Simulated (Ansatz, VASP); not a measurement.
**Two plane-wave programs on Ti**

INCAR

```
PREC     = Accurate       # precision mode
ENCUT    = 600            # plane-wave cutoff, eV
EDIFF    = 1E-6           # SCF threshold, eV
ISMEAR   = 1              # smearing method
SIGMA    = 0.2            # smearing width, eV
LREAL    = F              # projectors in reciprocal space
LASPH    = T              # aspherical terms in the spheres
NELM     = 100            # most SCF steps
ALGO     = Fast           # electronic algorithm
ISIF     = 3              # what is computed and relaxed
LWAVE    = F              # write WAVECAR
LCHARG   = F              # write CHGCAR
GGA      = RP             # functional
IBRION   = 2              # ionic algorithm
NSW      = 60             # ionic steps
EDIFFG   = -0.01          # ionic threshold
```

File Ti.cif:

```cif
data_Ti
_cell_length_a 2.95000000
_cell_length_b 2.95000000
_cell_length_c 4.68000000
_cell_angle_alpha 90.00000000
_cell_angle_beta 90.00000000
_cell_angle_gamma 120.00000000
_space_group_name_H-M_alt 'P6_3/mmc'
_space_group_name_Hall '-P 6c 2c'
_space_group_IT_number 194
loop_
_space_group_symop_operation_xyz
'x,y,z'
'-x,-y,-z'
'x-y,x,z+1/2'
'-x+y,-x,-z+1/2'
'-y,x-y,z'
'y,-x+y,-z'
'-x,-y,z+1/2'
'x,y,-z+1/2'
'-x+y,-x,z'
'x-y,x,-z'
'y,-x+y,z+1/2'
'-y,x-y,-z+1/2'
'-y,-x,-z+1/2'
'y,x,z+1/2'
'-x,-x+y,-z'
'x,x-y,z'
'-x+y,y,-z+1/2'
'x-y,-y,z+1/2'
'y,x,-z'
'-y,-x,z'
'x,x-y,-z+1/2'
'-x,-x+y,z+1/2'
'x-y,-y,-z'
'-x+y,y,z'
loop_
_atom_site_label
_atom_site_type_symbol
_atom_site_symmetry_multiplicity
_atom_site_Wyckoff_symbol
_atom_site_fract_x
_atom_site_fract_y
_atom_site_fract_z
_atom_site_occupancy
Ti1 Ti 2 c 0.6666666667 0.3333333333 0.7500000000 1
```

The input KPOINTS:

```
Automatic mesh
0
Gamma
  10 10 6
```

Contents of POSCAR:

```
Ti
 1.0000000000000000
     2.9500000000000002    0.0000000000000000    0.0000000000000000
    -1.4749999999999994    2.5547749411640943    0.0000000000000000
     0.0000000000000000    0.0000000000000000    4.6799999999999997
 Ti 
   2
Cartesian
  1.4750000001475003  0.8515916469695389  3.5099999999999998
 -0.0000000001474996  1.7031832941945555  1.1699999999999999
```

input.yaml

```yaml
crystal:
  lattice:
    - [2.95, 0.0, 0.0]
    - [-1.475, 2.5547749412, 0.0]
    - [0.0, 0.0, 4.68]
  atoms:
    - { symbol: Ti, position: [0.6666666667, 0.3333333333, 0.75] }
    - { symbol: Ti, position: [0.3333333333, 0.6666666667, 0.25] }
hamiltonian:
  xc: rpbe
  pseudopotentials: { kind: paw }
kpoints:
  mp_grid: { grid: [10, 10, 6] }
scf:
  occupations: { method: methfessel_paxton, width: 0.2 }
output:
  forces: true
  stress: true
  write_density: true
  write_potential: true
  elf: true
  volumetric_format: npy
relax:
  f_tol: 0.01
  max_steps: 40
  cell: { stress_tol: 0.05 }
```

Alike in both runs: task relaxation of cell and atoms; functional RPBE; k mesh 10 × 10 × 6; occupations methfessel-paxton of order 1, width 0.2 eV; no spin polarisation.

|  | VASP | Ansatz |
| --- | --- | --- |
| version | VASP 6.6.1 | Ansatz 0.2.0 |
| potentials or method | VASP PAW PBE potentials, release 64 (Ti_sv) | Ansatz PAW |
| plane-wave cutoff (eV) | 600 | 420 |
| valence electrons in the cell | 24 | 24 |

Ansatz gave:

| Quantity | Value |
| --- | --- |
| gap on the k mesh at the Fermi level, each at its own relaxed structure (eV) | none |
| relaxed volume (Å³/atom) | 17.90 |
| relaxed cell length with the largest relative difference (Å) | 4.691 |
| energy change over the relaxation (meV/atom) | -1 |

Question: Which values does VASP return?

Answer: gap on the k mesh at the Fermi level, each at its own relaxed structure (eV): none; relaxed volume (Å³/atom): 17.84; relaxed cell length with the largest relative difference (Å): 4.686; energy change over the relaxation (meV/atom): -1.

A gap of «none» marks a metal or a gap that the smearing closes.

Caveats: the PAW data sets were made with another functional, which shifts forces and pressure a little (VASP); the plane-wave basis is chosen anew once the cell has moved, so the energies of steps on either side of that aren't comparable (Ansatz); the PAW data sets come from PBE, with cores solved anew for the run's functional, which leaves a small shift of forces and pressure (Ansatz). Zero-point motion and thermal expansion aren't in these numbers. RPBE and its kin give volumes clearly too large for solids.
